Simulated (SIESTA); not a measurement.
Crystal: PbSe (Clausthalite).

```
Pb Se
1.0
     0.00000    3.06065    3.06065
     3.06065    0.00000    3.06065
     3.06065    3.06065    0.00000
Pb Se
1 1
Direct
  0.00000 0.00000 0.00000
  0.50000 0.50000 0.50000
```

Base run:

```yaml
Program: SIESTA 5.4.2
Functional: PBE
Potentials_or_basis: PseudoDojo 0.4 standard (PBE files)
Basis: TZDP (energy shift 0.02 Ry)
Grid_cutoff: 500 Ry
Energy_shift: 0.02 Ry
k_mesh: 8 × 8 × 8
Occupations: fermi-dirac, width 0.05 eV
Spin: no spin polarisation
```

Its results: band gap on the k mesh 0.47 eV, direct; pressure 1.3 GPa.

After a change of settings the same cell gave: band gap on the k mesh 0.30 eV, direct; pressure -3.5 GPa. Which change was it?
A. basis from TZDP (energy shift 0.02 Ry) to DZP (energy shift 0.003 Ry; two zetas on semicore shells); energy shift from 0.02 Ry to 0.003 Ry
B. basis from TZDP (energy shift 0.02 Ry) to DZDP (energy shift 0.05 Ry); energy shift from 0.02 Ry to 0.05 Ry
C. basis from TZDP (energy shift 0.02 Ry) to DZ (energy shift 0.02 Ry)
D. basis from TZDP (energy shift 0.02 Ry) to TZP (energy shift 0.05 Ry); energy shift from 0.02 Ry to 0.05 Ry

C.

Caveats: semicore shells carry a single zeta, which can move pressures by several GPa and volumes by a few percent; spin-orbit coupling is left out, which as a rule narrows the gap of such compounds by several tenths of an eV; the basis of atomic orbitals isn't converged, which shifts pressures, moduli and gaps; the basis has no polarisation orbitals (some runs).

Not every run made on this cell is shown here.
